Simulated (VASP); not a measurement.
# TiN (Fm-3m) in VASP: single point with PBEsol

Aim: the single point of TiN with PBEsol.

Program: VASP 6.6.1. These are calculated values, not measurements. Logs are shortened: lines on timing, memory, paths and dates and some standing lists are left out, and cuts for length are marked.

**1. Starting point**

It takes space group Fm-3m (No. 225, cubic). The conventional cell has a = 4.206 Å, b = 4.206 Å, c = 4.206 Å, α = 90.00°, β = 90.00°, γ = 90.00°. Around Ti (site symmetry m-3m) lie 6 N at 2.10 Å. N (site symmetry m-3m) has 6 Ti at 2.10 Å as nearest neighbours.

**2. Single point, PBEsol**

File INCAR:

```
ALGO     = Fast           # electronic algorithm
EDIFF    = 1E-6           # SCF threshold, eV
ENCUT    = 520            # plane-wave cutoff, eV
GGA      = PS             # functional
ICORELEVEL= 1            
ISIF     = 2              # what is computed and relaxed
ISMEAR   = 1              # smearing method
LASPH    = True           # aspherical terms in the spheres
LCHARG   = False          # write CHGCAR
LREAL    = False          # projectors in reciprocal space
LWAVE    = False          # write WAVECAR
NELM     = 80             # most SCF steps
PREC     = Accurate       # precision mode
SIGMA    = 0.1            # smearing width, eV
```

File KPOINTS:

```
k-points
0
Gamma
  13 13 25
```

File POSCAR:

```
TiN
1.0
    2.9739992000      0.0000000000      0.0000000000
    0.0000000000      2.9739992000      0.0000000000
    1.4869996000      1.4869996000      2.1029350000
Ti N
1 1
Direct
    0.0000000000      0.0000000000      0.0000000000
    0.5000000000      0.5000000000      0.0000000000
```

Potentials or basis: VASP PAW PBE potentials, release 64 (Ti_sv, N).

Launch:

```
> cat potpaw_PBE.64/Ti_sv/POTCAR potpaw_PBE.64/N/POTCAR > POTCAR
> mpirun -np 1 vasp_std > vasp.out
```

OUTCAR:

```text
EDIFF = 1E-6
   ENCUT = 520
   GGA = PS
   ISIF = 2
   ISMEAR = 1
   LASPH = True
   LREAL = False
   NELM = 80
   PREC = Accurate

 ion  position               nearest neighbor table
   1  0.000  0.000  0.000-   2 2.10   2 2.10   2 2.10   2 2.10   2 2.10   2 2.10
   2  0.500  0.500  0.000-   1 2.10   1 2.10   1 2.10   1 2.10   1 2.10   1 2.10

  LATTYP: Found a face centered cubic cell.
 ALAT       =     4.2058700016

  Lattice vectors:

 A1 = (   1.4869996000,   1.4869996000,   2.1029350000)
 A2 = (   1.4869996000,  -1.4869996000,   2.1029350000)
 A3 = (   2.9739992000,   0.0000000000,   0.0000000000)

Analysis of symmetry for initial positions (statically):
=====================================================================
 Subroutine PRICEL returns:
 Original cell was already a primitive cell.

 Routine SETGRP: Setting up the symmetry group for a
 face centered cubic supercell.

 Subroutine GETGRP returns: Found 48 space group operations
 (whereof 48 operations were pure point group operations)
 out of a pool of 48 trial point group operations.

The static configuration has the point symmetry O_h .

Analysis of symmetry for dynamics (positions and initial velocities):
=====================================================================
 Subroutine PRICEL returns:
 Original cell was already a primitive cell.

 Routine SETGRP: Setting up the symmetry group for a
 face centered cubic supercell.

 Subroutine GETGRP returns: Found 48 space group operations
 (whereof 48 operations were pure point group operations)
 out of a pool of 48 trial point group operations.

The dynamic configuration has the point symmetry O_h .

 Subroutine INISYM returns: Found 48 space group operations
 (whereof 48 operations are pure point group operations),
 and found     1 'primitive' translations

----------------------------------------------------------------------------------------

                                     Primitive cell

  volume of cell :      18.5998

  direct lattice vectors                    reciprocal lattice vectors
     2.973999200  0.000000000  0.000000000     0.336247569  0.000000000 -0.237762936
     0.000000000  2.973999200  0.000000000     0.000000000  0.336247569 -0.237762936
     1.486999600  1.486999600  2.102935000     0.000000000  0.000000000  0.475525872

  length of vectors
     2.973999200  2.973999200  2.973999199     0.411817485  0.411817485  0.475525872

  position of ions in fractional coordinates (direct lattice)
     0.000000000  0.000000000  0.000000000
     0.500000000  0.500000000  0.000000000

  ion indices of the primitive-cell ions
   primitive index   ion index
                 1           1
                 2           2

----------------------------------------------------------------------------------------

 KPOINTS: k-points

Automatic generation of k-mesh.
 Grid dimensions read from file:
 generate k-points for:   13   13   25

 Generating k-lattice:

  Cartesian coordinates                     Fractional coordinates (reciprocal lattice)
     0.025865198  0.000000000 -0.018289457     0.076923077  0.000000000 -0.000000000
     0.000000000  0.025865198 -0.018289457     0.000000000  0.076923077 -0.000000000
     0.000000000  0.000000000  0.019021035     0.000000000  0.000000000  0.040000000

  Length of vectors
     0.031678268  0.031678268  0.019021035

  Shift w.r.t. Gamma in fractional coordinates (k-lattice)
     0.000000000  0.000000000  0.000000000

 -----------------------------------------------------------------------------
|                                                                             |
|           W    W    AA    RRRRR   N    N  II  N    N   GGGG   !!!           |
|           W    W   A  A   R    R  NN   N  II  NN   N  G    G  !!!           |
|           W    W  A    A  R    R  N N  N  II  N N  N  G       !!!           |
|           W WW W  AAAAAA  RRRRR   N  N N  II  N  N N  G  GGG   !            |
|           WW  WW  A    A  R   R   N   NN  II  N   NN  G    G                |
|           W    W  A    A  R    R  N    N  II  N    N   GGGG   !!!           |
|                                                                             |
|     Your reciprocal lattice and k-lattice belong to different lattice       |
|     classes:                                                                |
|                                                                             |
|        The reciprocal lattice is body-centered cubic,                       |
|        whereas your k-lattice is base-centered monoclinic.                  |
|                                                                             |
|     Results are often still useful ...                                      |
|                                                                             |
 -----------------------------------------------------------------------------

 WARNING: IBZKPT: internal override: KBLOWUP is changed to .FALSE.
      ... skipping the blow-up phase ...

 Subroutine IBZKPT returns following result:
 ===========================================

 Found   1141 irreducible k-points:

 Following reciprocal coordinates:
            Coordinates               Weight
  0.000000  0.000000  0.000000      1.000000
  0.076923  0.000000  0.000000      4.000000
  0.153846  0.000000  0.000000      4.000000
  0.230769  0.000000  0.000000      4.000000
  0.307692  0.000000  0.000000      4.000000
  0.384615  0.000000  0.000000      4.000000
[... 16 lines left out ...]
  0.384615  0.153846  0.000000      4.000000
  0.461538  0.153846  0.000000      4.000000
 [... further k-points ...]
   k-points           NKPTS =   1141   k-points in BZ     NKDIM =   1141   number of bands    NBANDS=     12
   number of dos      NEDOS =    301   number of ions     NIONS =      2
   total plane-waves  NPLWV =  13824
   dimension x,y,z NGX =    24 NGY =   24 NGZ =   24
   dimension x,y,z NGXF=    48 NGYF=   48 NGZF=   48
   ions per type =               1   1
   NGX,Y,Z   is equivalent  to a cutoff of  13.42, 13.42, 13.42 a.u.
   NGXF,Y,Z  is equivalent  to a cutoff of  26.83, 26.83, 26.83 a.u.
 SYSTEM =  unknown system
   PREC   = accura    normal or accurate (medium, high low for compatibility)
   ISTART =      0    job   : 0-new  1-cont  2-samecut
   ICHARG =      2    charge: 1-file 2-atom 10-const
   ISPIN  =      1    spin polarized calculation?
   LNONCOLLINEAR =      F non collinear calculations
   LSORBIT =      F    spin-orbit coupling
   LASPH  =      T    aspherical Exc in radial PAW
   ENCUT  =  520.0 eV  38.22 Ry    6.18 a.u.   5.53  5.53  5.53*2*pi/ulx,y,z
   NELM   =     80;   NELMIN=  2; NELMDL= -5     # of ELM steps
   EDIFF  = 0.1E-05   stopping-criterion for ELM
   LREAL  =      F    real-space projection
   EDIFFG = 0.1E-04   stopping-criterion for IOM
   NSW    =      0    number of steps for IOM
   IBRION =     -1    ionic relax: 0-MD 1-quasi-New 2-CG
   NFREE  =      0    steps in history (QN), initial steepest desc. (CG)
   ISIF   =      2    stress and relaxation
   ISYM   =      2    0-nonsym 1-usesym 2-fastsym
   POTIM  = 0.5000    time-step for ionic-motion
   TEBEG  =    0.0;   TEEND  =   0.0 temperature during run
   PSTRESS=    0.0 pullay stress
   NELECT =      17.0000    total number of electrons
   NUPDOWN=      -1.0000    fix difference up-down
   EMIN   =  10.00;   EMAX   =-10.00  energy-range for DOS
   EFERMI =   0.00;   METHOD = LEGACY
   ISMEAR =     1;   SIGMA  =   0.10  broadening in eV -4-tet -1-fermi 0-gaus
   EFERMI_NEDOS =   21; number of points for ismear=-14 and -15
   IALGO  =     68    algorithm
   IMIX   =      4    mixing-type and parameters
     AMIX     =   0.40;   BMIX     =  1.00
     AMIX_MAG =   1.60;   BMIX_MAG =  1.00
  volume/ion in A,a.u.               =       9.30        62.76
  Fermi-wavevector in a.u.,A,eV,Ry     =   1.588749  3.002300 34.342784  2.524123
  Thomas-Fermi vector in A             =   2.687705
   LORBIT       =      0    0 simple, 1 ext, 2 COOP (PROOUT), +10 PAW based schemes
   GGA     = PS    functional components
   LHFCALC =     F    Hartree Fock is set to
   AEXX    =    0.0000 exact exchange contribution
   IVDW    =     0    specifies the selected vdW correction
   LEPSILON=     F    determine dielectric tensor
   LRPA    =     F    only Hartree local field effects (RPA)
 non-spin polarized calculation
 RMM-DIIS sequential band-by-band and
 Methfessel and Paxton  Order N= 1 SIGMA  =   0.10
  energy-cutoff  :      520.00
  volume of cell :       18.60
 maximum number of plane-waves:       531
 NGX is ok and might be reduce to    24
   NGX = 11   NGY = 11   NGZ = 11

 number of electron      16.9999998 magnetization

 Free energy of the ion-electron system (eV)
  ---------------------------------------------------
  ext. energy  EPLUGINS =         0.00000000
  ---------------------------------------------------
  free energy    TOTEN  =       -20.78142181 eV

  energy without entropy =      -20.78155140  energy(sigma->0) =      -20.78146500

 the core state eigenenergies are
   1-  1s  -4851.9970  2s   -520.7055  2p   -427.9866
   2-  1s   -366.0665

 E-fermi :  11.6790     XC(G=0): -13.3640

 val. band max:       11.6745666313   @ k =   0.2308   0.0769   0.4000
 cond. band min:      11.6790610324   @ k =   0.2308   0.0000   0.3200
 fundamental gap:      0.0044944011
 Fermi energy:        11.6789768820

 k-point     1 :       0.0000    0.0000    0.0000
  band No.  band energies     occupation
      1     -45.9128      2.00000
      2     -21.9729      2.00000
      3     -21.9729      2.00000
      4     -21.9729      2.00000
      5      -5.5395      2.00000
      6       9.6059      2.00000
      7       9.6059      2.00000
      8       9.6059      2.00000
      9      11.0052      2.00000
     10      11.0052      2.00000
     11      11.0052      2.00000
     12      12.2539     -0.00000
[... 258 lines left out ...]
      1     -45.9043      2.00000
      2     -22.0141      2.00000
      3     -21.9860      2.00000
      4     -21.9860      2.00000
      5      -5.3803      2.00000
      6       8.4564      2.00000
      7       9.2184      2.00000
      8       9.2184      2.00000
      9      10.8153      2.00000
     10      11.5715      2.06252
     11      11.5715      2.06252
     12      12.3129     -0.00000

 k-point    20 :       0.1538    0.1538    0.0000
  band No.  band energies     occupation
      1     -45.8558      2.00000
      2     -22.2963      2.00000

------------------------ aborting loop because EDIFF is reached ----------------------------------------

  FORCE on cell =-STRESS in cart. coord.  units (eV):
  Direction    XX          YY          ZZ          XY          YZ          ZX
  --------------------------------------------------------------------------------------
  -------------------------------------------------------------------------------------
  Total        0.0022542      0.0022542      0.0022542      0.0000000      0.0000000      0.0000000
  in kB        0.1941769      0.1941769      0.1941769      0.0000000      0.0000000      0.0000000
  external PRESSURE =       0.1941769 kB  Pullay stress =       0.0000000 kB

 VOLUME and BASIS-vectors are now :
 -----------------------------------------------------------------------------
  energy-cutoff  :      520.00
  volume of cell :       18.60
      direct lattice vectors                 reciprocal lattice vectors
     2.973999200  0.000000000  0.000000000     0.336247569  0.000000000 -0.237762936
     0.000000000  2.973999200  0.000000000     0.000000000  0.336247569 -0.237762936
     1.486999600  1.486999600  2.102935000     0.000000000  0.000000000  0.475525872

 POSITION                                       TOTAL-FORCE (eV/Angst)
 -----------------------------------------------------------------------------------
      0.00000      0.00000      0.00000         0.000000     -0.000000      0.000000
      1.48700      1.48700      0.00000        -0.000000      0.000000      0.000000
 -----------------------------------------------------------------------------------
    total drift:                               -0.000000     -0.000000     -0.000000

  FREE ENERGIE OF THE ION-ELECTRON SYSTEM (eV)
  ---------------------------------------------------
  free  energy   TOTEN  =       -20.7814218058 eV

  energy  without entropy=      -20.7815513970  energy(sigma->0) =      -20.78146500
```

Wall time 4.1 min (1 thread of Intel Xeon Platinum 8488C (Sapphire Rapids), shared host); peak memory 0.4 GiB.

What came out:

```yaml
Free_energy: -20.7814 eV
Pressure: 0.0 GPa
Band_gap_on_the_k_mesh: none (metal or under the smearing width)
```

Core levels (eV, on the scale of the bands):
| atom | levels |
| --- | --- |
| 1 Ti | 1s -4852.0, 2s -520.7, 2p -428.0 |
| 2 N | 1s -366.1 |

Caveat: the PAW data sets were made with another functional, which shifts forces and pressure a little.
